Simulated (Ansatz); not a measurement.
input.yaml

```yaml
crystal:
  lattice:
    - [3.1216111275, 0.0, 0.0]
    - [-1.5608055637, 2.7033945371, 0.0]
    - [0.0, 0.0, 4.9616082008]
  atoms:
    - { symbol: Ta, position: [0.3333333333, 0.6666666667, 0.2528875965] }
    - { symbol: Ta, position: [0.6666666667, 0.3333333333, 0.7471124035] }
    - { symbol: C, position: [0.0, 0.0, 0.0] }
basis:
  ecutwfc: 500
kpoints:
  mp_grid: { grid: [15, 15, 8] }
  band_path:
    path:
      - [[0.0, 0.0, 0.0], [0.5, 0.0, 0.0], [0.33333333, 0.33333333, 0.0], [0.0, 0.0, 0.0], [0.0, 0.0, 0.5], [0.5, 0.0, 0.5], [0.33333333, 0.33333333, 0.5], [0.0, 0.0, 0.5]]
      - [[0.5, 0.0, 0.5], [0.5, 0.0, 0.0]]
      - [[0.33333333, 0.33333333, 0.5], [0.33333333, 0.33333333, 0.0]]
    npoints: 14
hamiltonian:
  xc: r2scan
scf:
  occupations: { method: gaussian, width: 0.1 }
output:
  forces: true
  stress: true
  eigenvalues: true
  populations: true
  dos: { projected: true, de: 0.02, nscf_kmesh: { grid: [23, 23, 12] } }
  bader: true
```

It can be run as
```bash
ansatz run input.yaml --threads 1 --pin off --backend cpu --events-out ev --progress --plain --runs-dir out  # memory cap (--max-ram) not shown
```

These are results of DFT r2SCAN, scalar-relativistic, plane waves, PAW in Ansatz, not measurements.

Abridged output:

```
Pseudopotentials: kind: paw
Pseudopotential: Ta, paw, valence charge 13, recommended cutoff 500 eV (meta_gga)
Pseudopotential: C, paw, valence charge 4, recommended cutoff 500 eV (meta_gga)
Functional definition: r2SCAN
Crystal: 3 atoms, lattice volume = 41.871 Å³
Basis set: ecut = 500 eV, 1087 PW (Γ), exchange–correlation on 96×96×160 points (64 copies of the dense FFT grid, shifted against one another)
Bands: 19, of which v1, the nominal top of the filled ones, is band 15 counted from 1 (14 counted from 0)
Symmetry: 12 space group operations
Space group: P-3m1 (ITA 164), of the structure as read, at distance tolerance 3.5e-5 Å
k-points: 192 of 1800
Initial density: superposition of atomic densities (neutral atoms: chi_scale 0, normalization atom), corrected by the library's trained network
Initial wavefunctions: pseudopotential atomic-orbital guess
Functional: x = r2scan, c = r2scan; τ floored in thin density (d = 2e-4 eV/Å³)
SCF iter   1: F=—  HF=-20142.342616 eV  |F-HF|=—  |Δ(HF+E_count)|=         —  Δρ=9.32e-3  dr2=2.62e-2  dr2_τ=1.78e-1  ethr=1.77e-3  ⟨swp⟩=5.4  Hψ=17612  notcnv=0
SCF iter   2: F=—  HF=-20142.398437 eV  |F-HF|=—  |Δ(HF+E_count)|=   5.58e-2  Δρ=6.40e-3  dr2=1.24e-2  dr2_τ=8.07e-4  ethr=8.72e-5  ⟨swp⟩=2.2  Hψ=7367  notcnv=0
SCF iter   3: F=—  HF=-20142.400163 eV  |F-HF|=—  |Δ(HF+E_count)|=   1.73e-3  Δρ=1.62e-3  dr2=1.92e-3  dr2_τ=8.91e-5  ethr=4.12e-5  ⟨swp⟩=2.0  Hψ=4970  notcnv=0
SCF iter   4: F=—  HF=-20142.399849 eV  |F-HF|=—  |Δ(HF+E_count)|=   3.14e-4  Δρ=5.64e-4  dr2=1.90e-4  dr2_τ=3.24e-5  ethr=6.40e-6  ⟨swp⟩=2.0  Hψ=4939  notcnv=0
SCF iter   5: F=—  HF=-20142.399834 eV  |F-HF|=—  |Δ(HF+E_count)|=   1.57e-5  Δρ=1.68e-4  dr2=2.29e-5  dr2_τ=1.33e-6  ethr=6.32e-7  ⟨swp⟩=2.0  Hψ=4967  notcnv=0
SCF iter   6: F=—  HF=-20142.399830 eV  |F-HF|=—  |Δ(HF+E_count)|=   3.32e-6  Δρ=3.37e-5  dr2=1.68e-6  dr2_τ=3.07e-8  ethr=7.64e-8  ⟨swp⟩=2.1  Hψ=4467  notcnv=0
SCF iter   7: F=-20142.399830 eV  HF=-20142.399830 eV  |F-HF|=1.44e-8  |Δ(HF+E_count)|=   2.95e-7  Δρ=6.75e-6  dr2=3.24e-8  dr2_τ=1.33e-9  ethr=3.33e-10  ⟨swp⟩=4.5  Hψ=16642  notcnv=0
SCF 1 converged in 7 iterations: F = -20142.399830 eV  dr2 = 3.24e-8
SCF converged after 7 iterations
Free energy (F): -20142.399830 eV
Harris-Foulkes:  -20142.399830 eV  (|F-HF|=1.44e-8)
Internal energy: -20142.397475 eV  (E = F + TS)
E sigma→0 (E₀):  -20142.398652 eV
Entropy (-TS):   -0.002355 eV (-0.785 meV/atom)
Fermi energy:    18.274102 eV
--- Per-component energies (eV) ---
  E_band       = -227.320783
  E_kinetic    = 822.087830
  E_local      = -1201.032478  (includes V_loc(G=0)·N_el)
  E_nonlocal   = 54.413359
  E_hartree    = 414.645120
  E_xc         = -457.250081
  E_vxc        = -510.273800  (∫ρ·V_xc dr)
  E_paw        = -16946.393908  (= ΣΔE_a)
  E_vpaw       = -247.274923  (= ΣTr[D̂ρ^β])
  E_aug_tail   = 0.000161  (compensation charges beyond the density's cutoff)
  E_vtau       = 25.468624  (kinetic-family band-sum trace: ∫τ·v_τ [+ j·A + Jᵃ·Aᵃ] dr)
  E_ewald      = -2827.330144
  E_core_change = -1.537334  (= ΣΔE_core)
  E_smearing   = -0.002355  (= −TS)
--- Forces (eV/Å), atoms counted from 1 ---
  atom   1  Ta     0.00000000     0.00000000     0.01653669
  atom   2  Ta     0.00000000     0.00000000    -0.01653669
  atom   3  C      0.00000000     0.00000000     0.00000000
--- Stress (GPa, compression-positive) ---
       -2.963031       0.000000       0.000000
        0.000000      -2.963031       0.000000
        0.000000       0.000000      -2.987949
  P = ⅓ Tr σ = -2.9713 GPa (-29.713 kbar)
--- Band table (eV; the first three rows and the last of 192) ---
  k-point 0: bands = ["-51.5979", "-51.5281", "-17.9081", "-17.2319", "-17.2319", "-17.1222", "-17.1222", "-17.0342", "4.4327", "11.1383", "14.4496", "14.4496", "14.7504", "18.2923", "18.7907", "18.7907", "19.4282", "19.4282", "20.7044"]
  k-point 1: bands = ["-51.5952", "-51.5308", "-17.8769", "-17.2278", "-17.2278", "-17.1263", "-17.1263", "-17.0696", "4.4955", "11.0011", "14.4081", "14.4081", "14.8895", "18.0886", "18.6671", "18.6671", "19.5550", "19.5550", "20.9643"]
  k-point 2: bands = ["-51.5877", "-51.5384", "-17.7875", "-17.2162", "-17.2162", "-17.1692", "-17.1379", "-17.1379", "4.6547", "10.6770", "14.3148", "14.3148", "15.2632", "17.6176", "18.3734", "18.3734", "20.0466", "20.0466", "21.4580"]
  k-point 191: bands = ["-51.5215", "-51.5215", "-17.7341", "-17.7341", "-17.6154", "-17.5810", "-17.1886", "-17.1886", "6.3554", "12.2622", "12.2622", "13.8204", "16.5623", "16.8707", "16.8707", "19.6692", "20.6954", "20.6954", "23.4478"]
--- Löwdin populations: 3 sites ---
  site symbol q [e]
     0     Ta     12.4907
     1     Ta     12.4907
     2      C      4.8096
  spilling = 0.006964 (of n_electrons = 30.000000)
--- Bader charges: 3 sites ---
  site symbol charge [e]  shift [e]
     0     Ta      1.0067     0.0016
     1     Ta      1.0066     0.0016
     2      C     -2.0133     0.0032
  estimated error of the sums over rays = 4.6e-4 e
```

The run converged.

Spin–orbit coupling is left out, which can shift energies with elements as heavy as these.